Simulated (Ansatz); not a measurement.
Geometry optimisation in Ansatz: input, command and trajectory.

```yaml
crystal:
  lattice:
    - [3.612070961, 0.0, 0.0]
    - [-1.8060354805, 3.1281452125, 0.0]
    - [0.0, 0.0, 11.1301047156]
  atoms:
    - { symbol: Tl, position: [0.0, 0.0, 0.0] }
    - { symbol: Tl, position: [0.3333333333, 0.6666666667, 0.25] }
    - { symbol: Tl, position: [0.0, 0.0, 0.5] }
    - { symbol: Tl, position: [0.6666666667, 0.3333333333, 0.75] }
basis:
  ecutwfc: 420
kpoints:
  mp_grid: { grid: [15, 15, 4] }
hamiltonian:
  xc: pbe
scf:
  occupations: { method: gaussian, width: 0.1 }
output:
  forces: true
  stress: true
  eigenvalues: true
  populations: true
relax:
  adjacent_minimum: "off"
  f_tol: 0.01
  max_steps: 45
  cell: { stress_tol: 0.05 }
```

```bash
ansatz run input.yaml --threads 1 --pin off --max-ram 2560MiB --backend cpu --events-out ev --progress --plain --runs-dir out
```

All numbers below come from DFT PBE, scalar-relativistic, plane waves, PAW in Ansatz 0.2.0.

Of 7 frames 7 are shown, positions in Å and forces in eV/Å; the SCF threshold varies from step to step. Steps run on the plane waves of an earlier cell, with a Pulay correction in the pressure. The basis is chosen afresh for the last frame, the zero of the energies, and can be on the way; energy and pressure step there, also at an unchanged geometry. The mark taken_back stands on steps that the optimiser undid.

```xyz
4
Lattice="3.6121 0.0000 0.0000 -1.8060 3.1281 0.0000 0.0000 0.0000 11.1301" Properties=species:S:1:pos:R:3:forces:R:3 pbc="T T T" step=1 free_energy_over_end_meV_per_atom=3.09 pressure_GPa=-0.12
Tl    0.0000    0.0000    0.0000    0.0000    0.0000    0.0000
Tl    0.0000    2.0854    2.7825    0.0000    0.0000    0.0000
Tl    0.0000    0.0000    5.5651    0.0000    0.0000    0.0000
Tl    1.8060    1.0427    8.3476    0.0000    0.0000    0.0000
4
Lattice="3.6028 0.0000 0.0000 -1.8014 3.1201 0.0000 0.0000 0.0000 11.1511" Properties=species:S:1:pos:R:3:forces:R:3 pbc="T T T" step=2 free_energy_over_end_meV_per_atom=2.79 pressure_GPa=-0.05
Tl    0.0000    0.0000    0.0000    0.0000    0.0000    0.0000
Tl    0.0000    2.0801    2.7878    0.0000    0.0000    0.0000
Tl    0.0000    0.0000    5.5756    0.0000    0.0000    0.0000
Tl    1.8014    1.0400    8.3633    0.0000    0.0000    0.0000
4
Lattice="3.4612 0.0000 0.0000 -1.7306 2.9975 0.0000 0.0000 0.0000 11.6982" Properties=species:S:1:pos:R:3:forces:R:3 pbc="T T T" step=3 free_energy_over_end_meV_per_atom=3.33 pressure_GPa=0.80 taken_back
Tl    0.0000    0.0000    0.0000    0.0000    0.0000    0.0000
Tl    0.0000    1.9983    2.9246    0.0000    0.0000    0.0000
Tl    0.0000    0.0000    5.8491    0.0000    0.0000    0.0000
Tl    1.7306    0.9992    8.7737    0.0000    0.0000    0.0000
4
Lattice="3.5770 0.0000 0.0000 -1.7885 3.0978 0.0000 0.0000 0.0000 11.4138" Properties=species:S:1:pos:R:3:forces:R:3 pbc="T T T" step=4 free_energy_over_end_meV_per_atom=1.42 pressure_GPa=-0.35
Tl    0.0000    0.0000    0.0000    0.0000    0.0000    0.0000
Tl    0.0000    2.0652    2.8535    0.0000    0.0000    0.0000
Tl    0.0000    0.0000    5.7069    0.0000    0.0000    0.0000
Tl    1.7885    1.0326    8.5604    0.0000    0.0000    0.0000
4
Lattice="3.5225 0.0000 0.0000 -1.7613 3.0506 0.0000 0.0000 0.0000 11.6854" Properties=species:S:1:pos:R:3:forces:R:3 pbc="T T T" step=5 free_energy_over_end_meV_per_atom=0.34 pressure_GPa=-0.20
Tl    0.0000    0.0000    0.0000    0.0000    0.0000    0.0000
Tl    0.0000    2.0337    2.9214    0.0000    0.0000    0.0000
Tl    0.0000    0.0000    5.8427    0.0000    0.0000    0.0000
Tl    1.7613    1.0169    8.7641    0.0000    0.0000    0.0000
4
Lattice="3.5270 0.0000 0.0000 -1.7635 3.0544 0.0000 0.0000 0.0000 11.5777" Properties=species:S:1:pos:R:3:forces:R:3 pbc="T T T" step=6 free_energy_over_end_meV_per_atom=-0.07 pressure_GPa=-0.02
Tl    0.0000    0.0000    0.0000    0.0000    0.0000    0.0000
Tl    0.0000    2.0363    2.8944    0.0000    0.0000    0.0000
Tl    0.0000    0.0000    5.7889    0.0000    0.0000    0.0000
Tl    1.7635    1.0181    8.6833    0.0000    0.0000    0.0000
4
Lattice="3.5270 0.0000 0.0000 -1.7635 3.0544 0.0000 0.0000 0.0000 11.5777" Properties=species:S:1:pos:R:3:forces:R:3 pbc="T T T" step=7 free_energy_over_end_meV_per_atom=0.00 pressure_GPa=-0.03
Tl    0.0000    0.0000    0.0000    0.0000    0.0000    0.0000
Tl    0.0000    2.0363    2.8944    0.0000    0.0000    0.0000
Tl    0.0000    0.0000    5.7889    0.0000    0.0000    0.0000
Tl    1.7635    1.0181    8.6833    0.0000    0.0000    0.0000
```

It took 54 s on 1 thread of Intel(R) Xeon(R) 6975P-C (Granite Rapids), on a shared host, peak memory 0.58 GiB.

Spin–orbit coupling is left out, which can shift energies with elements as heavy as these.